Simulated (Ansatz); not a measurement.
Rh (sc type), DFT, PBE, all-electron LAPW, scalar-relativistic (Ansatz 0.2.0), on 1 thread of Arm Neoverse V2 (shared host).

Command: `ansatz run input.yaml --threads 1 --pin off --max-ram 2048MiB --backend cpu --events-out ev --progress --plain --runs-dir out`

```yaml
crystal:
  lattice:
    - [2.2527714097, 0.0, 0.0]
    - [0.0, 2.2527714097, 0.0]
    - [0.0, 0.0, 2.2527714097]
  atoms:
    - { symbol: Rh, position: [0.0, 0.0, 0.0] }
kpoints:
  mp_grid: { grid: [15, 15, 15] }
scf:
  occupations: { method: fermi_dirac, width: 0.1 }
hamiltonian:
  xc: pbe
  pseudopotentials: { kind: all_electron, lapw: { basis_error: 0.001 } }
output:
  forces: true
  stress: true
  eigenvalues: true
  populations: true
```

**Question.** How large is the problem that the program sets up?

**Answer.** 120 irreducible k-points, 203 plane waves at Γ, 22 bands.

**Question.** About how long does it take?

**Answer.** 11 s of wall time for 6 SCF iterations. Times on shared machines scatter by tens of per cent.
